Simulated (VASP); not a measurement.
Here is a VASP 6.6.1 calculation.

INCAR

```
SYSTEM = TaN
PREC = Accurate
ENCUT = 520
EDIFF = 1E-6
ISMEAR = 0
SIGMA = 0.05
LREAL = .False.
LASPH = .True.
NELM = 100
ALGO = Fast
ISIF = 2
LWAVE = .False.
LCHARG = .True.
ISPIN = 2
MAGMOM = 0.5 0.5 0 0
LORBIT = 11
LMAXMIX = 4
LDAU = .True.
LDAUTYPE = 2
LDAUL = 2 -1
LDAUU = 6 0
LDAUJ = 0 0
LDAUPRINT = 1
LELF = .True.
LVHAR = .True.
```

Contents of KPOINTS:

```
Automatic mesh
0
Gamma
  7 7 4
  0 0 0
```

POSCAR

```
TaN
1.0
    3.0480018400      0.0000000000      0.0000000000
   -1.5240009200      2.6396470300      0.0000000000
    0.0000000000      0.0000000000      4.9179997800
Ta N
2 2
Direct
    0.0000000000      0.0000000000      0.0000000000
    0.0000000000      0.0000000000      0.5000000000
    0.3333333333      0.6666666667      0.2500000000
    0.6666666667      0.3333333333      0.7500000000
```

Potentials or basis: VASP PAW LDA potentials, release 64 (Ta_pv, N).

Run with:

```console
$ cat potpaw_LDA.64/Ta_pv/POTCAR potpaw_LDA.64/N/POTCAR > POTCAR
$ mpirun -np 1 vasp_std > vasp.out
```

Problem. What does it give for the net moment?

Solution. 0.00 μB per cell.

Problem. Predict the pressure.

Solution. 65.8 GPa.

Stress tensor (GPa, compression positive):
```
 35.53   0.00   0.00
  0.00  35.53   0.00
  0.00   0.00 126.35
```

Caveat: a pressure of tens of GPa on the cell as given is suspect, and the run, the potentials or the cell itself is likely at fault. The state reached can hang on the start; a lower one may exist.
